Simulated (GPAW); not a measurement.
The system is AlN.

```xyz
2
Lattice="0.0000 2.1840 2.1840 2.1840 0.0000 2.1840 2.1840 2.1840 0.0000" Properties=species:S:1:pos:R:3 pbc="T T T"
Al    0.0000    0.0000    0.0000
N     1.0920    1.0920    1.0920
```

Measurements of this composition are mostly on another form, of space group No. 186.

Base run:

| Item | Value |
| --- | --- |
| Program | GPAW 26.7.0 |
| Functional | M06-L |
| Potentials or basis | GPAW PAW data sets (gpaw-data 1.2.1) |
| Cutoff | 800 eV |
| Basis | pw |
| k mesh | 10 × 10 × 10 |
| Occupations | fermi-dirac, width 0.05 eV |
| Spin | no spin polarisation |

Its results: band gap on the k mesh 3.34 eV, indirect (least direct gap 4.21 eV); pressure -3.6 GPa.

Q: After a change of settings the same cell gave: band gap on the k mesh 3.18 eV, indirect (least direct gap 4.14 eV); pressure 1.9 GPa. Which change was it?
A. functional from M06-L to PBE
B. functional from M06-L to TPSS; band points from 100 to 80
C. functional from M06-L to SOGGA; potentials or basis from GPAW PAW data sets (gpaw-data 1.2.1) to PAW data sets generated in the run's folder for this functional
D. functional from M06-L to MS2; occupations from fermi-dirac, width 0.05 eV to marzari-vanderbilt, width 0.025 eV

A: C.

Caveats: the PAW data sets were made with another functional, which shifts forces and pressure a little (some runs).

Not every run made on this cell is shown here.
